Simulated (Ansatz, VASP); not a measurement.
## KMgF3 in VASP and in Ansatz

```
K Mg F
1.0
     3.98590    0.00000    0.00000
     0.00000    3.98590    0.00000
     0.00000    0.00000    3.98590
K Mg F
1 1 3
Direct
  0.50000 0.50000 0.50000
  0.00000 0.00000 0.00000
  0.50000 0.00000 0.00000
  0.00000 0.50000 0.00000
  0.00000 0.00000 0.50000
```

Alike in both runs: task electric field gradients; functional PBE; k mesh 6 × 6 × 6; occupations fermi-dirac, width 0.03 eV; no spin polarisation.

|  | VASP | Ansatz |
| --- | --- | --- |
| version | VASP 6.6.1 | Ansatz 0.2.0 |
| potentials or method | VASP PAW PBE potentials, release 64 (K_sv, Mg, F), cutoff 520 eV | all-electron PAW with datasets made for the crystal, scalar-relativistic |

```csv
,VASP,Ansatz,Ansatz less VASP
gap on the k mesh at the Fermi level (eV),7.30,7.32,+0.018
pressure (GPa),3.4,3.8,+0.41
Vzz of the field gradient on the site that differs most (V/Å²),45.8,46.2,+0.37
```

Ansatz ran all-electron here, so the differences hold the error of VASP's frozen core and of both bases.

A k mesh can miss the band edges.
